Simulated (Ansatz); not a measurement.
# Sn: the change of pressure and energy less free atoms with volume scale

Periodic Kohn-Sham DFT of a crystal at fixed atoms, scaled to volume_scale times the given cell; pressure positive in compression, energy less spherical unpolarised free atoms, largest_vzz the field gradient of largest size among the nuclei. The results are calculated, by Ansatz 0.2.0.

The cell before it is scaled or strained (space group Immm, No. 71):
```
Sn
1.0
     -1.6912     1.9547     2.1079
      1.6912    -1.9547     2.1079
      1.6912     1.9547    -2.1079
Sn
1
Direct
  0.00000 0.00000 0.00000
```

Settings of every row: method all-electron LAPW; functional LDA; relativity scalar; k mesh 13x13x13; filling fermi-dirac; smearing width 0.08 eV; basis error target 0.25 meV/atom; nucleus gaussian.

Atom start moment: 0 on all atoms.

Limits: the cell comes from a prototype or a list of computed structures and needn't be the stable phase.

```csv
row,volume scale,V (Å³/atom),pressure (GPa),energy less free atoms (eV/atom)
1,0.9405,26.215,-1.011,-4.4389
2,0.97,27.037,-2.554,-4.4296
3,1,27.872,?,?
4,1.03,28.709,-4.948,-4.3897
5,1.06,29.545,-5.847,-4.3615
```

Question: what pressure and energy less free atoms should row 3 give?

Worked fit of pressure. Take u = (V_r/V)^(2/3) − 1 with V_r = 27.873 Å³ an atom, which is twice the finite (Eulerian) strain; such expansions in the strain, on which the Birch-Murnaghan equation of state is built, carry the rest volume and the bulk modulus. The shown rows have u = 0.04173, 0.02051, -0.01951, -0.03809. Least squares give pressure = −3.8626 + 59.799 × u + 203.59 × u² GPa; a straight line predicts inner rows, each left out in turn, worse (root mean square 0.19 against 0.0092 GPa). The rows lie off it by 0.002, -0.004, 0.004, -0.002. The withheld row has u = 2e-05, so the fit gives −3.8626 + 59.799 × (2e-05) + 203.59 × (2e-05)² = -3.861 GPa.

The calculation gave -3.861 GPa. The fit meets it to the printed digit.

Worked fit of energy less free atoms. Take u = (V_r/V)^(2/3) − 1 with V_r = 27.873 Å³ an atom, which is twice the finite (Eulerian) strain; such expansions in the strain, on which the Birch-Murnaghan equation of state is built, carry the rest volume and the bulk modulus. The shown rows have u = 0.04173, 0.02051, -0.01951, -0.03809. Least squares give energy less free atoms = −4.41276 − 1.0032 × u + 9.017 × u² eV/atom; a straight line predicts inner rows, each left out in turn, worse (root mean square 0.0083 against 0.00014 eV/atom). The rows lie off it by 0.0000, -0.0001, 0.0001, 0.0000. The withheld row has u = 2e-05, so the fit gives −4.41276 − 1.0032 × (2e-05) + 9.017 × (2e-05)² = -4.4128 eV/atom.

The calculation gave -4.4128 eV/atom. The fit meets it to the printed digit.
